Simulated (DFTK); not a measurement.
**MoSe2 under changes of volume**

One of the cells (20.129 Å³/atom); the others are scaled copies at fixed shape and fractional positions:

```xyz
6
Lattice="3.2880 0.0000 0.0000 -1.6440 2.8475 0.0000 0.0000 0.0000 12.9000" Properties=species:S:1:pos:R:3 pbc="T T T"
Mo    1.6440    0.9492    9.6750
Mo    0.0000    1.8983    3.2250
Se    1.6440    0.9492    4.8375
Se    0.0000    1.8983   11.2875
Se    1.6440    0.9492    1.6125
Se    0.0000    1.8983    8.0625
```

```yaml
Program: DFTK 0.8.2
Functional: PBEsol
Potentials_or_basis: SG15 1.2 (PBE)
Cutoff: 952 eV
k_mesh: 5 × 5 × 1
Occupations: fermi-dirac, width 0.05 eV
Spin: no spin polarisation
```

```csv
volume (Å³/atom),energy over the lowest point (meV/atom),pressure (GPa),gap on the mesh (eV),largest force (eV/Å)
18.922,?,?,?,?
19.324,47.73,11.1,0.78,1.700
19.727,24.31,7.6,0.80,1.305
20.129,9.08,4.5,0.82,0.940
20.532,1.22,1.8,0.84,0.601
20.935,0.00,-0.7,0.86,0.287
21.337,4.75,-3.0,0.87,0.005
```

What does the run at 18.922 Å³/atom give?

Energy over the lowest point 80.27 meV/atom; pressure 14.9 GPa; gap on the mesh 0.75 eV; largest force 2.125 eV/Å.

Worked out: A Birch-Murnaghan fit of order 3 (a polynomial in V^(-2/3)) to the other rows has its minimum at 20.81 Å³/atom with B0 = V·E''(V) = 127 GPa and B' = 4.4 at fixed shape and positions, which overstates the stiffness. It gives 80.18 meV/atom at 18.922 Å³/atom, against the run's 80.27, and -dE/dV = 14.9 GPa, against 14.9. A straight line through the other rows of the gap, of slope 0.938 eV per unit of ln V, extrapolates to 0.76 eV, against the run's 0.75.

Energies are extrapolated to zero smearing.

Caveats: all runs use coarse meshes; the potentials were made for another functional, which shifts forces and pressure; an odd mesh through Γ misses points on the zone boundary, where band edges often lie; the cell's inner coordinates are idealised or old, which leaves forces on the atoms; this functional lacks dispersion, which binds the layers, so the pressure and a relaxed spacing across them are unreliable. Spin-orbit coupling on Mo, Se is left out.
